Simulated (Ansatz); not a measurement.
# Two structures of SrCl2: comparison of enthalpies under pressure in Python

The task here is to estimate one member of a computed series from the others.

Program: Ansatz 0.2.0 through its Python package. Level of theory: DFT PBE, plane waves, PAW. These are calculated values, not measurements.

## Starting point

SrCl2 Fm-3m: It takes space group Fm-3m (No. 225, cubic). The conventional cell has a = 6.980 Å, b = 6.980 Å, c = 6.980 Å, α = 90.00°, β = 90.00°, γ = 90.00°. Sr (site symmetry m-3m) is surrounded by 8 Cl at 3.02 Å. Cl (site symmetry -43m) is surrounded by 4 Sr at 3.02 Å.

SrCl2 P6/mmm: It takes space group P6/mmm (No. 191, hexagonal). The conventional cell has a = 4.390 Å, b = 4.390 Å, c = 4.829 Å, α = 90.00°, β = 90.00°, γ = 120.00°. Around Sr (site symmetry 6/mmm) lie 12 Cl at 3.50 Å. Around Cl (site symmetry -6m2) lie 3 Cl at 2.53 Å and 6 Sr at 3.50 Å.

No structure file is read: the coordinates are typed or built in the script.

The first run:

File run_transition.py:

```python
"""Enthalpies of two structures of SrCl2 under pressure."""

import ansatz as az
import numpy as np


def fluorite(first, second, a):
    return (
        az.Lattice.fcc(a)
        .space_group(225)
        .atom(first, (0, 0, 0))
        .atom(second, (0.25, 0.25, 0.25))
        .primitive()
    )


def alb2(first, second, a):
    return (
        az.Lattice.from_parameters(a, a, 1.1 * a, alpha=90, beta=90, gamma=120)
        .space_group(191)
        .atom(first, (0, 0, 0))
        .atom(second, (1 / 3, 2 / 3, 0.5))
    )


def compute(name, crystal, pressure=0.0):
    calc = (
        crystal.calculation()
        .functional(az.Functional.PBE)
        .basis(500)
        .kpoints(spacing=0.3)  # the mesh must be finer for metals
        .occupations("gaussian", width=0.01)  # fractional filling near the Fermi level
    )
    calc = calc.relax(force_tolerance=0.01, max_steps=40, cell=True, pressure=pressure)
    return calc.run(threads=1)


def volume_per_atom(outcome):
    return abs(np.linalg.det(outcome.lattice.cell_ang)) / len(outcome.lattice.sites)

phases = {}
phases["fluorite"] = fluorite("Sr", "Cl", 6.98)
phases["AlB2"] = alb2("Sr", "Cl", 4.39)

# H = E + PV, with 1 eV per cubic angstrom equal to 160.2 GPa
pressures = [0, 15, 30, 45]
enthalpy, volume = {name: [] for name in phases}, {name: [] for name in phases}
for p in pressures:
    for name, crystal in phases.items():
        o = compute(name, crystal, pressure=p)
        volume[name].append(volume_per_atom(o))
        enthalpy[name].append(o.report["energy_sigma0_ev"] / len(o.lattice.sites) + p * volume[name][-1] / 160.21766)
gap = np.array(enthalpy["AlB2"]) - np.array(enthalpy["fluorite"])
rows = [(p, va, vb, 1000 * d) for p, va, vb, d in zip(pressures, volume["fluorite"], volume["AlB2"], gap)]
print("   P (GPa)  V fluorite (A^3/atom)  V AlB2 (A^3/atom)  H(AlB2) - H(fluorite) (meV/atom)")
for row in rows:
    print(f"{row[0]:10d}  {row[1]:21.3f}  {row[2]:17.3f}  {row[3]:+32.1f}")
crossings = [p0 - g0 * (p1 - p0) / (g1 - g0) for p0, p1, g0, g1 in zip(pressures, pressures[1:], gap, gap[1:]) if g0 * g1 < 0]
print("crossing near", [round(float(p), 1) for p in crossings], "GPa") if crossings else print("no crossing in this range")
```

Command:

```console
$ python run_transition.py
```

Steps of the session up to this table: Launch.

One table of the session follows, with a row left open; its other results are not shown here.

It belongs to the step «Run by run». Enthalpy H = E + pV of the second structure less the first:

```
pressure (GPa)  ΔH (meV/atom)
             0          718.3
            15          488.0
            30              ?
            45           86.1
```

Q: Estimate the row for pressure (GPa) = 30 from the others.

Worked estimate for «ΔH (meV/atom)». A straight line through the neighbours (15, 488.0) and (45, 86.1) gives 488.0 + (86.1 − 488.0) × (30 − 15) / (45 − 15) = 287.1; a parabola fitted to 3 rows on both sides gives 277.3.

**Answer.** ΔH (meV/atom): 278.4. In «ΔH (meV/atom)» the line misses by +8.7 and the parabola by -1.1.

Limits of these values: Notes:
- At a fixed pressure a relaxation lowers the enthalpy F + PV, while F alone can rise.
- Only these two structures are compared, at zero temperature and with their symmetry kept; either may be hypothetical, and another phase may be lower than both.
